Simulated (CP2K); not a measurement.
The system is MgS (Niningerite).

```
CELL_PARAMETERS angstrom
3.67929 0.00000 0.00000
1.83964 3.18636 0.00000
1.83964 1.06212 3.00413
ATOMIC_POSITIONS crystal
S 0.50000 0.50000 0.50000
Mg 0.00000 0.00000 0.00000
```

Base run:

| Item | Value |
| --- | --- |
| Program | CP2K 2026.2 |
| Functional | LDA |
| Potentials or basis | POTENTIAL_UZH S GTH-PBE-q6, Mg GTH-PBE-q10; TZVP-MOLOPT-PBE-GTH basis |
| Density cutoff | 19048 eV |
| k mesh | 9 × 9 × 9 |
| Occupations | fermi-dirac, width 0.05 eV |
| Spin | no spin polarisation |

Its results: band gap on the k mesh 2.52 eV, indirect (least direct gap 3.37 eV); pressure -0.7 GPa.

Q: The run is repeated on the same cell with these changes: functional from LDA to SCAN. What comes out?

A: Band gap on the k mesh 3.50 eV, indirect (least direct gap 4.43 eV); pressure 0.8 GPa.

SCAN gives the wider gap, since meta-GGAs in the generalised Kohn-Sham scheme recover part of the derivative discontinuity.

Caveats: the potentials were made for another functional, which shifts forces and pressure; an odd mesh through Γ misses points on the zone boundary, where band edges often lie; the basis of atomic orbitals isn't converged, which shifts pressures, moduli and gaps.
